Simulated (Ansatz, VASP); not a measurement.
**Na in VASP and in Ansatz**

```
Na
1.0
     0.00000    1.95870    1.95870
     1.95870    0.00000    1.95870
     1.95870    1.95870    0.00000
Na
1
Direct
  0.00000 0.00000 0.00000
```

Change from the starting cell: volume scaled by 0.45, LAPW.

Alike in both runs: task single point; functional LDA; k mesh 13 × 13 × 13; occupations fermi-dirac, width 0.05 eV; no spin polarisation.

|  | VASP | Ansatz |
| --- | --- | --- |
| version | VASP 6.6.1 | Ansatz 0.2.0 |
| potentials or method | VASP PAW LDA potentials, release 64 (Na_pv), cutoff 520 eV | all-electron LAPW, scalar-relativistic |

VASP gave:

| Quantity | Value |
| --- | --- |
| pressure (GPa) | 33.2 |

Problem. What did Ansatz give for the same quantities?

Solution. Pressure (GPa): 33.1.

Ansatz ran all-electron here, so the differences hold the error of VASP's frozen core and of both bases.

Caveats: so large a pressure means that the cell lies far from this level's equilibrium, or that cutoff or potentials fall short (VASP).
